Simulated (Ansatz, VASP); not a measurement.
# Fe: VASP beside Ansatz

The input INCAR:

```
  PREC = Accurate
  ENCUT = 600
  EDIFF = 1E-6
  ISMEAR = 0
  SIGMA = 0.1
  LREAL = False
  LASPH = True
  NELM = 150
  ALGO = Fast
  ISIF = 3
  LWAVE = False
  LCHARG = False
  ISPIN = 2
  MAGMOM = 2.29
  LORBIT = 11
  LMAXMIX = 4
  GGA = PE
  IBRION = 2
  NSW = 90
  EDIFFG = -0.04
```

The input KPOINTS:

```
regular mesh
0
Gamma
  9 9 8
```

POSCAR

```
Fe
1.0
    2.4517979394      0.0000000000      0.0000000000
   -1.2258989697      2.1233193005      0.0000000000
    0.0000000000      0.0000000000      2.2908986996
Fe
1
Direct
    0.0000000000      0.0000000000      0.0000000000
```

Input for Ansatz:

```yaml
crystal:
  lattice:
    - [2.4517979394, 0.0, 0.0]
    - [-1.2258989697, 2.1233193005, 0.0]
    - [0.0, 0.0, 2.2908986996]
  atoms:
    - { symbol: Fe, position: [0.0, 0.0, 0.0], spin: 2.29 }
basis:
  ecutwfc: 420
kpoints:
  mp_grid: { grid: [9, 9, 8] }
hamiltonian:
  xc: pbe
scf:
  occupations: { method: gaussian, width: 0.1 }
  lower_state_search: "off"
output:
  forces: true
  stress: true
  eigenvalues: true
  populations: true
magnetization:
  spin_polarized: true
relax:
  adjacent_minimum: "off"
  f_tol: 0.04
  max_steps: 70
  cell: { stress_tol: 0.4 }
```

Alike in both runs: task relaxation of cell and atoms; functional PBE; k mesh 9 × 9 × 8; occupations gaussian, width 0.1 eV; collinear spin.

|  | VASP | Ansatz |
| --- | --- | --- |
| version | VASP 6.6.1 | Ansatz 0.2.0 |
| potentials or method | VASP PAW PBE potentials, release 64 (Fe) | scalar-relativistic, plane waves, PAW |
| plane-wave cutoff (eV) | 600 | 420 |
| valence electrons in the cell | 8 | 16 |

Ansatz gave:

| Property | Result |
| --- | --- |
| gap on the k mesh at the Fermi level, each at its own relaxed structure (eV) | none |
| net moment per atom (μB) | 2.24 |
| size of the moment on the site where the two differ most (μB) | 2.23 |
| relaxed volume (Å³/atom) | 12.44 |
| relaxed cell length with the largest relative difference (Å) | 2.459 |
| energy change over the relaxation (meV/atom) | -22 |

Problem. Which values does VASP return?

Solution. gap on the k mesh at the Fermi level, each at its own relaxed structure (eV): none; net moment per atom (μB): 2.28; size of the moment on the site where the two differ most (μB): 2.27; relaxed volume (Å³/atom): 12.46; relaxed cell length with the largest relative difference (Å): 2.463; energy change over the relaxation (meV/atom): -20.

Site moments also hang on the region over which each program counts them. A gap of «none» marks a metal or a gap that the smearing closes. The two sets of potentials don't hold the same shells in valence.
